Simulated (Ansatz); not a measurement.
Crystal: Sb.

```
Sb
1.0
    -1.87134    1.87134    1.87134
     1.87134   -1.87134    1.87134
     1.87134    1.87134   -1.87134
Sb
1
Direct
  0.00000 0.00000 0.00000
```

This isn't the form of Sb at room conditions, which is rhombohedral.

Base run:

- Program: Ansatz 0.2.0
- Functional: LDA
- Potentials or basis: Ansatz PAW
- Cutoff: 420 eV (not typed: the program's choice for these potentials)
- k mesh: 7 × 7 × 7
- Occupations: fermi-dirac, width 0.05 eV
- Spin: no spin polarisation

Its results: band gap on the k mesh none (metal or under the smearing width); pressure -1.8 GPa.

**Question.** The run is repeated on the same cell with these changes: spin from no spin polarisation to spin-orbit coupling, no magnetisation; potential files from those of the base run to others of the same set. What comes out?

**Answer.** Band gap on the k mesh none (metal or under the smearing width); pressure -1.3 GPa.

Caveats: the PAW data sets come from PBE, with cores solved anew for the run's functional, which leaves a small shift of forces and pressure; spin-orbit coupling is left out, which moves the levels of the heavy elements (some runs).
